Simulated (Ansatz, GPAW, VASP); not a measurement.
**One calculation of P, 3 ways**

```
P
1.0
     1.64774   -5.46504    0.00000
     1.64774    5.46504    0.00000
     0.00000    0.00000    4.54364
P
4
Cartesian
  1.6477 -4.4173 2.6754
  1.6477 4.4173 1.8683
  1.6477 -1.0477 0.4035
  1.6477 1.0477 4.1401
```

Alike in all runs: task single point; functional PBE; k mesh 8 × 8 × 6; occupations gaussian, width 0.02 eV; no spin polarisation; no spin-orbit coupling. Pressure is positive in compression and, in plane waves, holds the error of the finite cutoff, which Ansatz's Pulay term estimates and takes out.

```json
{"program and potentials": "Ansatz, Ansatz PAW", "plane-wave cutoff (eV)": "420", "notes": "-", "band gap (eV)": "0.10", "pressure (GPa)": "2.01", "largest force (eV/Å)": "0.337"}
{"program and potentials": "VASP, PBE PAW files P, release 54, 520 eV", "plane-wave cutoff (eV)": "520", "notes": "-", "band gap (eV)": "0.11", "pressure (GPa)": "1.67", "largest force (eV/Å)": "0.287"}
{"program and potentials": "GPAW, GPAW PAW data sets (gpaw-data 1.2.1)", "plane-wave cutoff (eV)": "600", "notes": "-", "band gap (eV)": "0.09", "pressure (GPa)": "2.30", "largest force (eV/Å)": "0.380"}
```

Force on atom 1 (P), eV/Å:

| program and potentials | x | y | z |
| --- | --- | --- | --- |
| Ansatz, Ansatz PAW | 0.000 | 0.166 | -0.293 |
| VASP, PBE PAW files P, release 54, 520 eV | 0.000 | 0.128 | -0.257 |
| GPAW, GPAW PAW data sets (gpaw-data 1.2.1) | 0.000 | 0.194 | -0.327 |

The band gap spans 0.09 (GPAW, GPAW PAW data sets (gpaw-data 1.2.1)) to 0.11 eV (VASP, PBE PAW files P, release 54, 520 eV). The pressure spans 1.67 (VASP, PBE PAW files P, release 54, 520 eV) to 2.30 GPa (GPAW, GPAW PAW data sets (gpaw-data 1.2.1)).

The functional is the same throughout but for its coding, so the spread measures potentials, basis and numerics; runs on potential files found faulty are left out.
